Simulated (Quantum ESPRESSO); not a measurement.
Runs of Quantum ESPRESSO 7.5 on TiAl3. Symmetry: I4/mmm, No. 139, tetragonal system. Conventional cell: a = 3.822 Å, b = 3.822 Å, c = 8.561 Å, α = 90.00°, β = 90.00°, γ = 90.00°. Ti (site symmetry 4/mmm) is surrounded by 12 Al at 2.70 to 2.87 Å. Around Al (site symmetry -4m2) lie 8 Al at 2.70 to 2.87 Å and 4 Ti at 2.87 Å. Al (site symmetry 4/mmm) has 4 Ti at 2.70 Å and 8 Al at 2.87 Å as nearest neighbours. The cell comes from a database or a generator and needn't be the stable form of this composition.

```csv
task,level,potentials or basis,cell,form of the LDA correlation,gap on the mesh (eV),pressure (GPa),V0 of scaled cells (Å³/atom),B0 (GPa)
equation of state,LDA,GBRV 1.5 LDA,as given,PZ81,-,-,15.13,117
single point,PBEsol,GBRV 1.5 PBEsol,as given,-,none,-0.7,-,-
single point,PBEsol,GBRV 1.5 PBEsol,"atoms moved at random, drawn with an rms of 0.05 Å",-,none,-0.5,-,-
equation of state,PBEsol,GBRV 1.5 PBEsol,as given,-,-,-,(a),112
band structure,PBEsol,GBRV 1.5 PBEsol,as given,-,none,-0.7,-,-
```

Alike in all rows: no spin polarisation; k mesh 10 × 10 × 10; cutoff (eV) 612; smearing fermi-dirac 0.05 eV.

Question: Fill in the values left out.

Answer: (a) 15.54.

Caveats: the cell was scaled at fixed shape and fractional positions, which overstates the stiffness of a crystal with free parameters, most of all of layers and chains (some runs).

A gap of «none» marks a metal or a gap under the smearing width.
